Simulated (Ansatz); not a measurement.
## TiC under changes of volume

One of the cells (10.158 Å³/atom); the others are scaled copies at fixed shape and fractional positions:

```
Ti C
1.0
     0.00000    2.16572    2.16572
     2.16572    0.00000    2.16572
     2.16572    2.16572    0.00000
Ti C
1 1
Cartesian
  0.0000 0.0000 0.0000
  2.1657 2.1657 2.1657
```

The cell is a database's computed one.

```yaml
Program: Ansatz 0.2.0
Functional: HSE06
Potentials_or_basis: Ansatz PAW
Cutoff: "420 eV (not typed: the program's choice for these potentials)"
k_mesh: 6 × 6 × 6
Occupations: fermi-dirac, width 0.05 eV
Spin: no spin polarisation
```

```tsv
volume (Å³/atom)	energy over the lowest point (meV/atom)	pressure (GPa)
9.548	?	?
9.752	4.69	6.7
9.955	0.00	0.7
10.158	2.52	-4.7
10.361	11.49	-9.5
10.564	26.44	-14.0
10.767	46.69	-18.0
```

Task: What does the run at 9.548 Å³/atom give?

Result: Energy over the lowest point 17.29 meV/atom; pressure 13.2 GPa.

Worked out: A Birch-Murnaghan fit of order 3 (a polynomial in V^(-2/3)) to the other rows has its minimum at 9.98 Å³/atom with B0 = V·E''(V) = 275 GPa and B' = 3.8. It gives 17.38 meV/atom at 9.548 Å³/atom, against the run's 17.29, and -dE/dV = 13.3 GPa, against 13.2.

Energies are extrapolated to zero smearing.

Caveats: all runs use coarse meshes; the PAW data sets come from PBE, with cores solved anew for the run's functional, which leaves a small shift of forces and pressure; the thresholds are loose for stress.
